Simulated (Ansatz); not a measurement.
# TiAl2: the cost of one run

Program: Ansatz 0.2.0. Level of theory: DFT r2SCAN, scalar-relativistic, plane waves, PAW. These are calculated values, not measurements.

2 further runs of the same task are left out: 2 set aside as unsound or not needed.

### 1 Starting point

It takes space group Cmmm (No. 65, orthorhombic). Conventional cell: a = 3.913 Å, b = 12.068 Å, c = 3.993 Å, α = 90.00°, β = 90.00°, γ = 90.00°. Ti (site symmetry m2m) is surrounded by 10 Al at 2.72 to 2.87 Å and 2 Ti at 2.99 Å. Al (site symmetry mmm) has 4 Ti at 2.72 Å and 8 Al at 2.80 to 2.88 Å as nearest neighbours. Al (site symmetry m2m) is surrounded by 6 Al at 2.71 to 2.88 Å and 6 Ti at 2.80 to 2.87 Å. Around Al (site symmetry mmm) lie 4 Ti at 2.75 Å and 8 Al at 2.80 to 2.86 Å.

Coordinates:

```xyz
6
Lattice="1.9567 -6.0339 0.0000 1.9567 6.0339 0.0000 0.0000 0.0000 3.9929" Properties=species:S:1:pos:R:3 pbc="T T T"
Ti    1.9567   -1.8876    0.0000
Ti    1.9567    1.8876    0.0000
Al    0.0000    0.0000    0.0000
Al    1.9567   -3.9513    1.9964
Al    1.9567    3.9513    1.9964
Al    1.9567    0.0000    1.9964
```

It is the result of an earlier relaxation at this level (volume 15.71 Å³/atom; gap on the mesh: none (metal)).

### 2 Static run: bands, density of states and charges

input.yaml reads:

```yaml
crystal:
  lattice:
    - [1.9566755049, -6.0339436921, 0.0]
    - [1.9566755049, 6.0339436921, 0.0]
    - [0.0, 0.0, 3.9928634823]
  atoms:
    - { symbol: Ti, position: [0.6564175583, 0.3435824417, 0.0] }
    - { symbol: Ti, position: [0.3435824417, 0.6564175583, 0.0] }
    - { symbol: Al, position: [0.0, 0.0, 0.0] }
    - { symbol: Al, position: [0.8274221862, 0.1725778138, 0.5] }
    - { symbol: Al, position: [0.1725778138, 0.8274221862, 0.5] }
    - { symbol: Al, position: [0.5, 0.5, 0.5] }
basis:
  ecutwfc: 500
kpoints:
  mp_grid: { grid: [10, 10, 10] }
  band_path:
    path:
      - [[0.0, 0.0, 0.0], [-0.5, 0.5, 0.0], [-0.27628906, 0.72371094, 0.0]]
      - [[0.27628906, 0.27628906, 0.0], [0.0, 0.0, 0.0], [0.0, 0.0, 0.5], [0.27628906, 0.27628906, 0.5]]
      - [[-0.27628906, 0.72371094, 0.5], [-0.5, 0.5, 0.5], [-0.5, 0.5, 0.0]]
      - [[0.0, 0.0, 0.0], [0.0, 0.5, 0.0], [0.0, 0.5, 0.5], [0.0, 0.0, 0.5], [-0.5, 0.5, 0.5]]
    npoints: 14
hamiltonian:
  xc: r2scan
scf:
  occupations: { method: gaussian, width: 0.1 }
  n_extra_bands: 15
output:
  forces: true
  stress: true
  eigenvalues: true
  populations: true
  dos: { projected: true, de: 0.02, nscf_kmesh: { grid: [15, 15, 15] } }
  bader: true
  write_density: true
  write_potential: true
  elf: true
  volumetric_format: npy
```

Launch:

```sh
> ansatz run input.yaml --threads 1 --pin off --max-ram 2560MiB --backend cpu --events-out ev --progress --plain --runs-dir out
```

**Question.** How long does this run take on 1 thread of Intel Xeon Platinum 8259CL at 2.50GHz (Skylake/Cascade Lake), shared host, and how much memory does it need?

About 5.2 min, with a peak of 1.6 GiB.
